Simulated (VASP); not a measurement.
Wanted: the native input for a VASP 6.6.1 run.

* Task: relaxation of cell and atoms
* Functional: PBEsol
* Potentials or basis: VASP PAW PBE potentials, release 64 (Hf_pv, O)
* Cutoff: 600 eV
* k mesh: 8 × 8 × 8
* Occupations: gaussian, width 0.02 eV
* Spin: no spin polarisation
* Dipole correction: no
* Further INCAR settings: ALGO = Fast; EDIFF = 1e-06; IBRION = 2; EDIFFG = -0.005; NSW = 70; ISIF = 3

The structure of HfO2 lies in POSCAR:

```
HfO2
1.0
    0.0000000000      2.5488057611      2.5488057611
    2.5488057611      0.0000000000      2.5488057611
    2.5488057611      2.5488057611      0.0000000000
Hf O
1 2
Direct
    0.0000000000      0.0000000000      0.0000000000
    0.2500000000      0.2500000000      0.2500000000
    0.7500000000      0.7500000000      0.7500000000
```

Measurements of this composition are mostly on another form, of space group No. 14.

One way to write it, as run:

INCAR

```
SYSTEM = HfO2
PREC     = Accurate       ! precision mode
ENCUT    = 600            ! plane-wave cutoff, eV
EDIFF    = 1E-6           ! SCF threshold, eV
ISMEAR   = 0              ! smearing method
SIGMA    = 0.02           ! smearing width, eV
LREAL    = .FALSE.        ! projectors in reciprocal space
LASPH    = .TRUE.         ! aspherical terms in the spheres
NELM     = 80             ! most SCF steps
ALGO     = Fast           ! electronic algorithm
ISIF     = 3              ! what is computed and relaxed
LWAVE    = .FALSE.        ! write WAVECAR
LCHARG   = .FALSE.        ! write CHGCAR
GGA      = PS             ! functional
IBRION   = 2              ! ionic algorithm
NSW      = 70             ! ionic steps
EDIFFG   = -0.005         ! ionic threshold
```

KPOINTS

```
Automatic mesh
0
G
  8 8 8
  0 0 0
```

Potentials or basis: VASP PAW PBE potentials, release 64 (Hf_pv, O).

The run is started by

```sh
$ cat potpaw_PBE.64/Hf_pv/POTCAR potpaw_PBE.64/O/POTCAR > POTCAR
$ mpirun -np 1 vasp_std > vasp.out
```

Results of the run:

```json
{
 "Relaxed volume": "10.53 Å³/atom",
 "Relaxed cell": "a = 3.549 Å, b = 3.549 Å, c = 3.549 Å, α = 60.00°, β = 60.00°, γ = 60.00°",
 "Space group after relaxing (to 0.05 Å)": "Fm-3m (No. 225)",
 "Energy gained by relaxing": "19.0 meV/atom",
 "Ionic steps": "4",
 "Pressure after relaxing": "0.0 GPa",
 "Band gap on the k mesh": "3.75 eV, direct"
}
```

Caveat: the PAW data sets were made with another functional, which shifts forces and pressure a little; spin-orbit coupling is left out, which moves the levels of the heavy elements.

Run time: 44 s on 1 thread of AMD EPYC 9R45 96-Core Processor (Zen 5) (shared host), peak memory 0.15 GiB.
